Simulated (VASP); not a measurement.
**WS2: single point with LDA**

The system is WS2, a slab with vacuum.

```
W S
1.0
     3.18295    0.00000    0.00000
    -1.59148    2.75652    0.00000
     0.00000    0.00000   28.53222
W S
3 6
Direct
  0.66667 0.33333 0.43436
  0.66667 0.33333 0.88553
  0.00000 0.00000 0.65929
  0.66667 0.33333 0.60463
  0.00000 0.00000 0.37971
  0.00000 0.00000 0.83085
  0.66667 0.33333 0.71395
  0.00000 0.00000 0.48903
  0.00000 0.00000 0.94019
```

```
Program                : VASP 6.6.1
Task                   : single point
Functional             : LDA
Potentials or basis    : VASP PAW LDA potentials, release 64 (W_sv, S)
Cutoff                 : 520 eV
k mesh                 : 10 × 10 × 1
Occupations            : gaussian, width 0.05 eV
Spin                   : no spin polarisation
Further INCAR settings : ALGO = Normal; EDIFF = 1e-06
```

The largest force is 0.354 eV/Å and the band gap on the k mesh is 1.40 eV, indirect (least direct gap 2.10 eV).

Forces on the atoms (eV/Å):
```
W    0.000  0.000 -0.004
W    0.000  0.000 -0.005
W    0.000  0.000  0.004
S    0.000  0.000  0.267
S    0.000  0.000  0.353
S    0.000  0.000  0.277
S    0.000  0.000 -0.269
S    0.000  0.000 -0.269
S    0.000  0.000 -0.354
```

Levels at points of the mesh, in eV from the valence-band top:
```
           k point  band 36  band 37  band 38  band 39  band 40  band 41  band 42  band 43
(0.00, 0.00, 0.00)    -1.89    -0.73    -0.31     0.00     2.43     2.43     2.43     2.43
(0.50, 0.00, 0.00)    -1.66    -1.39    -1.35    -1.32     2.34     2.36     2.36     2.75
```

Wall time 2.4 min on 1 thread of Intel(R) Xeon(R) Platinum 8488C (Sapphire Rapids) (shared host), peak memory 0.34 GiB.

Caveat: spin-orbit coupling is left out, which moves the levels of the heavy elements.
